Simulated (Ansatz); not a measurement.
# TePb: the cost of one run

Computed with Ansatz 0.2.0 (DFT PBEsol, scalar-relativistic, unless a step's input says otherwise).

**1. The structure to begin with**

It takes space group Fm-3m (No. 225, cubic). Conventional cell: a = 6.454 Å, b = 6.454 Å, c = 6.454 Å, α = 90.00°, β = 90.00°, γ = 90.00°. Te (site symmetry m-3m) is surrounded by 6 Pb at 3.23 Å. Pb (site symmetry m-3m) is surrounded by 6 Te at 3.23 Å.

As a file:

```
CELL_PARAMETERS angstrom
0.00000 3.22700 3.22700
3.22700 0.00000 3.22700
3.22700 3.22700 0.00000
ATOMIC_POSITIONS crystal
Te 0.50000 0.50000 0.50000
Pb 0.00000 0.00000 0.00000
```

Atoms are numbered in the order of the input: Te1, Pb2.

**2. After the deformation**

Space group Fm-3m before, I4/mmm after.

**3. LAPW, all electrons**

File input.yaml:

```yaml
crystal:
  lattice:
    - [0.0, 3.227, 3.29154]
    - [3.227, 0.0, 3.29154]
    - [3.227, 3.227, 0.0]
  atoms:
    - { symbol: Te, position: [0.5, 0.5, 0.5] }
    - { symbol: Pb, position: [0.0, 0.0, 0.0] }
kpoints:
  mp_grid: { grid: [10, 10, 10] }
  band_path:
    path:
      - [0.0, 0.0, 0.0]
      - [0.0, 0.5, 0.5]
      - [0.25, 0.75, 0.5]
      - [0.0, 0.5, 0.0]
      - [0.0, 0.0, 0.0]
      - [0.5, 0.5, 0.0]
      - [0.3701460977, 0.6298539023, 0.0]
      - [-0.3701460977, 0.3701460977, 0.0]
      - [0.0, 0.0, 0.0]
    npoints: 5
scf:
  occupations: { method: fermi_dirac, width: 0.03 }
hamiltonian:
  xc: pbesol
  pseudopotentials: { kind: all_electron, lapw: { basis_error: 0.0005 } }
output:
  forces: true
  stress: true
  eigenvalues: true
```

The run is started by

```sh
> ansatz run input.yaml --threads 1 --pin off --max-ram 3072MiB --backend cpu --events-out ev --progress --plain --runs-dir out
```

**Question.** How long does this run take on 1 thread of Intel Xeon 6975P-C (Granite Rapids), shared host, and how much memory does it need?

About 19 s, with a peak of 0.58 GiB.
